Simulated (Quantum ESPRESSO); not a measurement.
Runs of Quantum ESPRESSO 7.5 on NaF (Villiaumite). The structure is cubic, space group Fm-3m (No. 225). Conventional cell: a = 4.640 Å, b = 4.640 Å, c = 4.640 Å, α = 90.00°, β = 90.00°, γ = 90.00°. Na (site symmetry m-3m) has 6 F at 2.32 Å as nearest neighbours. F (site symmetry m-3m) has 6 Na at 2.32 Å as nearest neighbours. 

| task | level | potentials or basis | cell | k mesh | cutoff (eV) | smearing | SCF threshold | form of the LDA correlation | share of exact exchange | q mesh for exact exchange | cutoff for exact exchange | mesh quality | pressure (GPa) |
| --- | --- | --- | --- | --- | --- | --- | --- | --- | --- | --- | --- | --- | --- |
| phonons | vdW-DF-cx | GBRV 1.5 PBE | relaxed | 6 × 6 × 6, shifted | 612 | fermi-dirac 0.05 eV | 4e-10 Ry | - | - | - | - | not flagged | 0.0 |
| phonons | PBEsol | GBRV 1.5 PBEsol | relaxed | 6 × 6 × 6, shifted | 612 | fermi-dirac 0.05 eV | 4e-10 Ry | - | - | - | - | not flagged | 0.0 |
| phonons | PBEsol | GBRV 1.5 PBEsol | relaxed to 5 GPa | 6 × 6 × 6, shifted | 612 | fermi-dirac 0.05 eV | 4e-10 Ry | - | - | - | - | not flagged | 5.0 |
| dielectric tensor | LDA | GBRV 1.5 LDA | as given | 8 × 8 × 8, shifted | 612 | fermi-dirac 0.05 eV | 4e-10 Ry | PZ81 | - | - | - | not flagged | (a) |
| dielectric tensor | BLYP | GBRV 1.5 PBE | as given | 8 × 8 × 8, shifted | 612 | fermi-dirac 0.05 eV | 4e-10 Ry | - | - | - | - | not flagged | 2.9 |
| phonons | WC | GBRV 1.5 PBE | relaxed | 6 × 6 × 6, shifted | 612 | fermi-dirac 0.05 eV | 4e-10 Ry | - | - | - | - | not flagged | 0.0 |
| phonons | PBEsol | GBRV 1.5 PBEsol | relaxed to 10 GPa | 6 × 6 × 6, shifted | 612 | fermi-dirac 0.05 eV | 4e-10 Ry | - | - | - | - | not flagged | 10.0 |

Alike in all rows: no spin polarisation.

Problem. Estimate the missing entries.

Solution. (a) -3.9.

Caveats: the potentials were made for another functional, which shifts forces and pressure (some runs); the cell is more than 3 GPa from zero pressure, which shifts response properties (some runs).

Runs at the PBE level aren't shown here.
